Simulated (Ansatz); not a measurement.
Co:

```
CELL_PARAMETERS angstrom
2.47056 0.00000 0.00000
-1.23528 2.13957 0.00000
0.00000 0.00000 8.08823
ATOMIC_POSITIONS crystal
Co 0.66667 0.33333 0.75000
Co 0.00000 0.00000 0.50000
Co 0.33333 0.66667 0.25000
Co 0.00000 0.00000 0.00000
```

| Item | Value |
| --- | --- |
| Program | Ansatz 0.2.0 |
| Task | single point |
| Functional | PBEsol |
| Potentials or basis | all-electron LAPW, scalar-relativistic |
| Cutoff | 314 eV (chosen from the basis error) |
| Basis error allowed | 0.001 eV/atom |
| k mesh | 12 × 12 × 4 |
| Occupations | fermi-dirac, width 0.05 eV |
| Spin | collinear spin, ferromagnetic start |
| Starting moments | [2.0, 2.0, 2.0, 2.0] μB |

On this cell: pressure -5.8 GPa; largest force under 0.003 eV/Å; net moment 6.59 μB per cell; site moments Co +1.70, +1.69 μB; band gap on the k mesh none (metal or under the smearing width).

The same run follows on a disturbed copy (atoms moved at random, drawn with an rms of 0.05 Å):

```xyz
4
Lattice="2.4706 0.0000 0.0000 -1.2353 2.1396 0.0000 0.0000 0.0000 8.0882" Properties=species:S:1:pos:R:3 pbc="T T T"
Co    1.2425    0.6991    6.0085
Co   -0.0286    0.0043    4.0137
Co   -0.0004    1.4878    2.0557
Co    0.0430   -0.0039   -0.0538
```

Q: What changes?

A: The energy (extrapolated to zero smearing) moves by +9.4 meV/atom; pressure -5.3 GPa; largest force 0.684 eV/Å; net moment 6.59 μB per cell; site moments Co +1.70, +1.67, +1.72 μB; band gap on the k mesh none (metal or under the smearing width).

Forces in eV/Å, atoms in the order of the input:
```
Co   0.003  0.055  0.376
Co   0.103  0.051  0.076
Co  -0.002 -0.144 -0.669
Co  -0.104  0.038  0.217
```

Stress tensor (GPa, compression positive):
```
-3.40 -0.01 -0.02
-0.01 -5.07  0.28
-0.02  0.28 -7.36
```
